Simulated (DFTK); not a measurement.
# NaCl (Pm-3m) in DFTK: a series of runs

One crystal, NaCl, is run at these levels: LDA; tasks: single point.

Program: DFTK 0.8.2. These are calculated values, not measurements. Logs are shortened: lines on timing, memory, paths and dates and some standing lists are left out, and cuts for length are marked.

**1. The structure**

Symmetry: Pm-3m, No. 221, cubic system. Conventional cell: a = 3.502 Å, b = 3.502 Å, c = 3.502 Å, α = 90.00°, β = 90.00°, γ = 90.00°. Cl (site symmetry m-3m) has 8 Na at 3.03 Å as nearest neighbours. Na (site symmetry m-3m) has 8 Cl at 3.03 Å as nearest neighbours.

Measurements of this composition are mostly on another form, of space group No. 225.

**2. Single point, LDA, 20.19 Å³/atom (volume scaled by 0.94)**

run.jl

```julia
using DFTK
using PseudoPotentialData
using Unitful, UnitfulAtomic
using LinearAlgebra, Printf
using AtomsBase
include("save.jl")
disable_threading()

cell = [[3.50219, 0.0, 0.0],
        [0.0, 3.50219, 0.0],
        [0.0, 0.0, 3.50219]]u"Å"
system = periodic_system([:Cl => [0.5, 0.5, 0.5],
                          :Na => [0.0, 0.0, 0.0]],
                         cell; fractional=true)
lattice   = austrip.(hcat(cell_vectors(system)...))
symbols   = atomic_symbol(system, :) .|> Symbol
positions = [lattice \ austrip.(position(system, i)) for i in 1:length(system)]
pseudopotentials = PseudoFamily("cp2k.nc.sr.lda.v0_1.largecore.gth")
elements = Dict(s => ElementPsp(s, pseudopotentials) for s in unique(symbols))
atoms    = [elements[s] for s in symbols]

build_model(lattice, positions; symmetries=true) =
    model_DFT(lattice, atoms, positions;
              functionals=LDA(),
              temperature=austrip(0.05u"eV"),
              smearing=Smearing.FermiDirac(),
              symmetries)
Ecut  = 35.0  # hartree
kgrid = [7, 7, 7]
tol   = 1e-6
to_GPa = ustrip(uconvert(u"GPa", 1u"hartree/bohr^3"))

results["points"] = []
for scale in [0.94, 0.96, 0.98, 1.0, 1.02, 1.04, 1.06]
    println("\n=== scale = ", scale)
    model = build_model(cbrt(scale) * lattice, positions)
    basis = PlaneWaveBasis(model; Ecut, kgrid)
    t0 = time()
    scfres = self_consistent_field(basis;
                                   tol,
                                   nbandsalg=AdaptiveBands(model; n_bands_converge=9))
    seconds = time() - t0
    @printf "SCF: %d iterations, %.1f s\n" scfres.n_iter seconds
    forces = compute_forces_cart(scfres)
    stress = compute_stresses_cart(scfres)
    @printf "V = %.5f Å^3  F = %.8f Ha  max force = %.5f eV/Å  p = %.4f GPa\n" ustrip(auconvert(u"Å^3", model.unit_cell_volume)) scfres.energies.total ustrip(auconvert(u"eV/Å", maximum(norm, forces))) (-tr(stress) / 3 * to_GPa)
    push!(results["points"], save_scf!(scfres; forces, stress, d=Dict{String,Any}("seconds" => seconds, "n_matvec" => get(scfres, :n_matvec, 0))))
end

# third-order Birch-Murnaghan fit in x = V^(-2/3)
V = [0.94, 0.96, 0.98, 1.0, 1.02, 1.04, 1.06] * abs(det(lattice))
E = [p["total"] for p in results["points"]]
x = V .^ (-2 / 3)
c = [x .^ 0 x x .^ 2 x .^ 3] \ E
Δ = c[3]^2 - 3c[2] * c[4]
if Δ > 0
    x0 = (-c[3] + sqrt(Δ)) / 3c[4]
    B0 = 4 / 9 * x0^(7 / 2) * (2c[3] + 6c[4] * x0)
    @printf "V0 = %.4f Å^3  B0 = %.2f GPa\n" ustrip(auconvert(u"Å^3", x0^(-3 / 2))) B0 * to_GPa
end
```

Potentials or basis: cp2k.nc.sr.lda.v0_1.largecore.gth (LDA, GTH, large core).

Started as:

```bash
> julia --threads=1 run.jl  # one pass of the loop, scale = 0.94; save.jl only writes the numbers to a file and isn't shown; printed stress counts tension as positive; times include loading and compiling
```

The log of the run:

```text
=== scale = 0.94
n     Energy            log10(ΔE)   log10(Δρ)   Diag   Δtime
---   ---------------   ---------   ---------   ----   ------
  1   -15.31197819081                   -0.47    4.2    2.17s
  2   -15.34694416998       -1.46       -1.18    2.6    1.13s
  3   -15.34836372183       -2.85       -1.82    2.5    1.66s
  4   -15.34837631305       -4.90       -2.54    1.0    743ms
  5   -15.34837881863       -5.60       -3.66    2.2    1.55s
  6   -15.34837888375       -7.19       -4.13    3.9    1.08s
  7   -15.34837889027       -8.19       -5.21    2.2    1.68s
  8   -15.34837889033      -10.23       -5.57    3.1    965ms
  9   -15.34837889033      -11.13       -6.47    2.0    1.54s
SCF: 9 iterations, 12.7 s
V = 40.37820 Å^3  F = -15.34837889 Ha  max force = 0.00000 eV/Å  p = -3.1124 GPa
```

It took 13 s on 1 thread of Intel Xeon 6975P-C (Granite Rapids), shared host.

Results:

```yaml
Free_energy: -417.6507 eV
Band_gap_on_the_k_mesh: 3.81 eV, indirect (least direct gap 4.35 eV)
```

Caveat: the cutoff is short for these potentials, so energies and forces aren't converged, fitted volumes are rough and the log's stress (off by 3 to 10 GPa or more in trials) isn't used; this set keeps more shells in the core, which shifts pressures and gaps; an odd mesh through Γ misses points on the zone boundary, where band edges often lie.

**3. Single point, LDA, 20.62 Å³/atom (volume scaled by 0.96)**

run.jl is that of step 2.

Potentials or basis: cp2k.nc.sr.lda.v0_1.largecore.gth (LDA, GTH, large core).

Started as:

```bash
> julia --threads=1 run.jl  # one pass of the loop, scale = 0.96; save.jl only writes the numbers to a file and isn't shown; printed stress counts tension as positive; times include loading and compiling
```

Wall time 12 s (1 thread of Intel Xeon 6975P-C (Granite Rapids), shared host).

The run converged. Its results:

```
Free energy            : -417.6350 eV
Band gap on the k mesh : 3.74 eV, indirect (least direct gap 4.27 eV)
```

Caveat: the cutoff is short for these potentials, so energies and forces aren't converged, fitted volumes are rough and the log's stress (off by 3 to 10 GPa or more in trials) isn't used; this set keeps more shells in the core, which shifts pressures and gaps; an odd mesh through Γ misses points on the zone boundary, where band edges often lie.

**4. Single point, LDA, 21.05 Å³/atom (volume scaled by 0.98)**

run.jl is that of step 3.

Started as:

```bash
> julia --threads=1 run.jl  # one pass of the loop, scale = 0.98; save.jl only writes the numbers to a file and isn't shown; printed stress counts tension as positive; times include loading and compiling
```

Run time: 11 s. Hardware: 1 thread of Intel Xeon 6975P-C (Granite Rapids), shared host.

The run converged. Its results:

- Free energy: -417.6175 eV
- Band gap on the k mesh: 3.69 eV, indirect (least direct gap 4.19 eV)

Caveat: the cutoff is short for these potentials, so energies and forces aren't converged, fitted volumes are rough and the log's stress (off by 3 to 10 GPa or more in trials) isn't used; this set keeps more shells in the core, which shifts pressures and gaps; an odd mesh through Γ misses points on the zone boundary, where band edges often lie.

**5. Single point, LDA, 21.48 Å³/atom**

run.jl is that of step 4.

Started as:

```bash
> julia --threads=1 run.jl  # one pass of the loop, scale = 1.0; save.jl only writes the numbers to a file and isn't shown; printed stress counts tension as positive; times include loading and compiling
```

Run time: 10 s. Hardware: 1 thread of Intel Xeon 6975P-C (Granite Rapids), shared host.

The run converged. Its results:

| Quantity | Value |
| --- | --- |
| Free energy | -417.5983 eV |
| Band gap on the k mesh | 3.63 eV, indirect (least direct gap 4.12 eV) |

Caveat: the cutoff is short for these potentials, so energies and forces aren't converged, fitted volumes are rough and the log's stress (off by 3 to 10 GPa or more in trials) isn't used; this set keeps more shells in the core, which shifts pressures and gaps; an odd mesh through Γ misses points on the zone boundary, where band edges often lie.

**6. Single point, LDA, 21.91 Å³/atom (volume scaled by 1.02)**

run.jl is that of step 5.

Potentials or basis: cp2k.nc.sr.lda.v0_1.largecore.gth (LDA, GTH, large core).

Started as:

```bash
> julia --threads=1 run.jl  # one pass of the loop, scale = 1.02; save.jl only writes the numbers to a file and isn't shown; printed stress counts tension as positive; times include loading and compiling
```

It took 11 s on 1 thread of Intel Xeon 6975P-C (Granite Rapids), shared host.

The run converged. Its results:

```yaml
Free_energy: -417.5777 eV
Band_gap_on_the_k_mesh: 3.58 eV, indirect (least direct gap 4.05 eV)
```

Caveat: the cutoff is short for these potentials, so energies and forces aren't converged, fitted volumes are rough and the log's stress (off by 3 to 10 GPa or more in trials) isn't used; this set keeps more shells in the core, which shifts pressures and gaps; an odd mesh through Γ misses points on the zone boundary, where band edges often lie.

**7. Single point, LDA, 22.34 Å³/atom (volume scaled by 1.04)**

run.jl is that of step 6.

Started as:

```bash
> julia --threads=1 run.jl  # one pass of the loop, scale = 1.04; save.jl only writes the numbers to a file and isn't shown; printed stress counts tension as positive; times include loading and compiling
```

Run time: 11 s. Hardware: 1 thread of Intel Xeon 6975P-C (Granite Rapids), shared host.

It converged, with:

```yaml
Free_energy: -417.5559 eV
Band_gap_on_the_k_mesh: 3.53 eV, indirect (least direct gap 3.98 eV)
```

Caveat: the cutoff is short for these potentials, so energies and forces aren't converged, fitted volumes are rough and the log's stress (off by 3 to 10 GPa or more in trials) isn't used; this set keeps more shells in the core, which shifts pressures and gaps; an odd mesh through Γ misses points on the zone boundary, where band edges often lie.

**8. Single point, LDA, 22.77 Å³/atom (volume scaled by 1.06)**

run.jl is that of step 7.

Started as:

```bash
> julia --threads=1 run.jl  # one pass of the loop, scale = 1.06; save.jl only writes the numbers to a file and isn't shown; printed stress counts tension as positive; times include loading and compiling
```

It took 12 s on 1 thread of Intel Xeon 6975P-C (Granite Rapids), shared host.

The run converged. Its results:

```yaml
Free_energy: -417.5329 eV
Band_gap_on_the_k_mesh: 3.48 eV, indirect (least direct gap 3.92 eV)
```

Caveat: the cutoff is short for these potentials, so energies and forces aren't converged, fitted volumes are rough and the log's stress (off by 3 to 10 GPa or more in trials) isn't used; this set keeps more shells in the core, which shifts pressures and gaps; an odd mesh through Γ misses points on the zone boundary, where band edges often lie.

**9. For comparison**

An earlier run on the cell as given: functional PBE; potentials or basis dojo.nc.sr.pbe.v0_4_1.standard.upf (PBE); cutoff 1197 eV; k mesh 8 × 8 × 8; occupations fermi-dirac, width 0.05 eV; no spin polarisation.

* Pressure: 0.1 GPa
* Band gap on the k mesh: 3.98 eV, indirect (least direct gap 4.47 eV)
